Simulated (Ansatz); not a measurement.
# MoS2 under changes of volume

One of the cells (50.735 Å³/atom); the others are scaled copies at fixed shape and fractional positions:

```
Mo S
1.0
     3.18413    0.00000    0.00000
    -1.59206    2.75753    0.00000
     0.00000    0.00000   17.33460
Mo S
1 2
Direct
  0.00000 0.00000 0.00000
  0.33333 0.66667 0.91051
  0.33333 0.66667 0.08949
```

```yaml
Program: Ansatz 0.2.0
Functional: LDA
Potentials_or_basis: Ansatz PAW
Cutoff: "420 eV (not typed: the program's choice for these potentials)"
k_mesh: 10 × 10 × 2
Occupations: fermi-dirac, width 0.05 eV
Spin: no spin polarisation
```

| volume (Å³/atom) | energy over the lowest point (meV/atom) | gap on the mesh (eV) | largest force (eV/Å) |
| --- | --- | --- | --- |
| 47.690 | ? | ? | ? |
| 48.705 | 0.00 | 1.84 | 0.305 |
| 49.720 | 2.90 | 1.78 | 0.059 |
| 50.735 | 12.64 | 1.73 | 0.395 |
| 51.749 | 28.47 | 1.68 | 0.705 |
| 52.764 | 49.77 | 1.63 | 0.991 |
| 53.779 | 75.94 | 1.58 | 1.256 |

What does the run at 47.690 Å³/atom give?

Energy over the lowest point 4.73 meV/atom; gap on the mesh 1.90 eV; largest force 0.699 eV/Å.

Worked out: A Birch-Murnaghan fit of order 3 (a polynomial in V^(-2/3)) to the other rows has its minimum at 48.81 Å³/atom with B0 = V·E''(V) = 57 GPa and B' = 4.5 at fixed shape and positions, which overstates the stiffness. It gives 4.76 meV/atom at 47.690 Å³/atom, against the run's 4.73. A straight line through the other rows of the gap, of slope -2.6 eV per unit of ln V, extrapolates to 1.89 eV, against the run's 1.90.

Energies are extrapolated to zero smearing.

Caveats: the PAW data sets come from PBE, with cores solved anew for the run's functional, which leaves a small shift of forces and pressure.

A mesh can miss the band edges. Spin-orbit coupling on Mo is left out.
